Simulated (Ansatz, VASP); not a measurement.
## One calculation of Pb, two programs

```
Pb
1.0
    -1.87404    1.87404    1.87404
     1.87404   -1.87404    1.87404
     1.87404    1.87404   -1.87404
Pb
1
Cartesian
  0.0000 0.0000 0.0000
```

Alike in both runs: task single point; functional PBEsol; k mesh 13 × 13 × 13; occupations fermi-dirac, width 0.1 eV; no spin polarisation.

|  | VASP | Ansatz |
| --- | --- | --- |
| version | VASP 6.6.1 | Ansatz 0.2.0 |
| potentials or method | VASP PAW PBE potentials, release 64 (Pb_d) | plane waves (420 eV) with PAW, scalar-relativistic |
| plane-wave cutoff (eV) | 520 | 420 |
| valence electrons in the cell | 14 | 14 |

Ansatz gave:

* pressure (GPa): 8.2

**Question.** Which values does VASP return?

**Answer.** Pressure (GPa): 8.1.

The functional is the same, so the differences come from potentials, cutoffs and numerics. Ansatz warned: «pseudo_functional_mismatch».

Caveats: the PAW data sets were made with another functional, which shifts forces and pressure a little (VASP). Spin-orbit coupling is left out, which matters for the levels of Pb.
